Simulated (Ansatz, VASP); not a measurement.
**CdS (Greenockite) in VASP and in Ansatz**

```xyz
4
Lattice="4.2314 0.0000 0.0000 -2.1157 3.6645 0.0000 0.0000 0.0000 6.8691" Properties=species:S:1:pos:R:3 pbc="T T T"
Cd    2.1157    1.2215    3.4346
Cd    0.0000    2.4430    0.0000
S     2.1157    1.2215    6.0105
S     0.0000    2.4430    2.5759
```

Change from the starting cell: volume scaled by 1.06.

Alike in both runs: task single point; functional PBEsol; k mesh 7 × 7 × 4; occupations fermi-dirac, width 0.05 eV; no spin polarisation.

```csv
,VASP,Ansatz
version,VASP 6.6.1,Ansatz 0.2.0
potentials or method,"VASP PAW PBE potentials, release 64 (Cd, S), cutoff 520 eV","all-electron LAPW, scalar-relativistic"
```

VASP gave:

```
gap on the k mesh at the Fermi level (eV)       : 0.93
least direct gap on the mesh (eV)               : 0.93
pressure (GPa)                                  : -3.6
largest component of the traceless stress (GPa) : 0.28
rms of the force components (eV/Å)              : 0.032
```

Problem. Which values does Ansatz return?

Solution. gap on the k mesh at the Fermi level (eV): 0.93; least direct gap on the mesh (eV): 0.93; pressure (GPa): -3.8; largest component of the traceless stress (GPa): 0.27; rms of the force components (eV/Å): 0.031.

Atom by atom the forces differ by 0.000 eV/Å (rms over components). Ansatz ran all-electron here, so the differences hold the error of VASP's frozen core and of both bases.

Caveats: the PAW data sets were made with another functional, which shifts forces and pressure a little (VASP).
